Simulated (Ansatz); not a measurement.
# Al3Cu2: the cost of one run

Computed with Ansatz 0.2.0 (DFT PBEsol, scalar-relativistic, plane waves, PAW, unless a step's input says otherwise).

2 further runs of the same task are left out: 2 set aside as unsound or not needed. Runs told in other sessions of the task aren't counted.

## (1) The structure to begin with

The structure is trigonal, space group P-3m1 (No. 164). Conventional cell: a = 4.099 Å, b = 4.099 Å, c = 4.982 Å, α = 90.00°, β = 90.00°, γ = 120.00°. Al (site symmetry -3m) has 6 Cu at 2.49 Å in its first shell of neighbours. Around Al (site symmetry 3m) lie 5 Cu at 2.45 to 2.56 Å and 3 Al at 2.79 Å. Cu (site symmetry 3m) has 8 Al at 2.45 to 2.56 Å in its first shell of neighbours.

Coordinates:

```xyz
10
Lattice="-2.0493 -3.5495 0.0000 2.0493 -3.5495 0.0000 0.0000 0.0000 9.9642" Properties=species:S:1:pos:R:3 pbc="T T T"
Al    0.0000   -7.0990    0.0000
Al    0.0000   -7.0990    4.9821
Al    0.0000   -4.7326    1.7512
Al    0.0000   -4.7326    6.7333
Al    0.0000   -2.3663    3.2309
Al    0.0000   -2.3663    8.2130
Cu    0.0000   -4.7326    4.1964
Cu    0.0000   -4.7326    9.1785
Cu    0.0000   -2.3663    0.7857
Cu    0.0000   -2.3663    5.7678
```

It goes back to an entry of the Materials Project, which need not be the stable form.

It is built from the cell relaxed beforehand with the same method (14.50 Å³/atom).

## (2) The reference: the undisturbed cell on the scan's mesh

input.yaml

```yaml
crystal:
  lattice:
    - [-2.0492928026, -3.5494792536, 0.0]
    - [2.0492928026, -3.5494792536, 0.0]
    - [0.0, 0.0, 9.9642016679]
  atoms:
    - { symbol: Al, position: [1.0, 1.0, 0.0] }
    - { symbol: Al, position: [1.0, 1.0, 0.5] }
    - { symbol: Al, position: [0.6666666667, 0.6666666667, 0.175752993] }
    - { symbol: Al, position: [0.6666666667, 0.6666666667, 0.675752993] }
    - { symbol: Al, position: [0.3333333333, 0.3333333333, 0.324247007] }
    - { symbol: Al, position: [0.3333333333, 0.3333333333, 0.824247007] }
    - { symbol: Cu, position: [0.6666666667, 0.6666666667, 0.4211449954] }
    - { symbol: Cu, position: [0.6666666667, 0.6666666667, 0.9211449954] }
    - { symbol: Cu, position: [0.3333333333, 0.3333333333, 0.0788550046] }
    - { symbol: Cu, position: [0.3333333333, 0.3333333333, 0.5788550046] }
basis:
  ecutwfc: 420
kpoints:
  mp_grid: { grid: [13, 13, 5] }
hamiltonian:
  xc: pbesol
scf:
  occupations: { method: gaussian, width: 0.15 }
output:
  forces: true
  stress: true
  eigenvalues: true
  write_density: true
  write_potential: true
  elf: true
  volumetric_format: npy
```

Command:

```sh
$ ansatz run input.yaml --threads 2 --pin off --max-ram 5120MiB --backend cpu --events-out ev --progress --plain --runs-dir out
```

**Question.** How long does this run take on 2 threads of Intel Xeon 6975P-C (Granite Rapids), shared host, and how much memory does it need?

About 14 s, with a peak of 0.81 GiB.
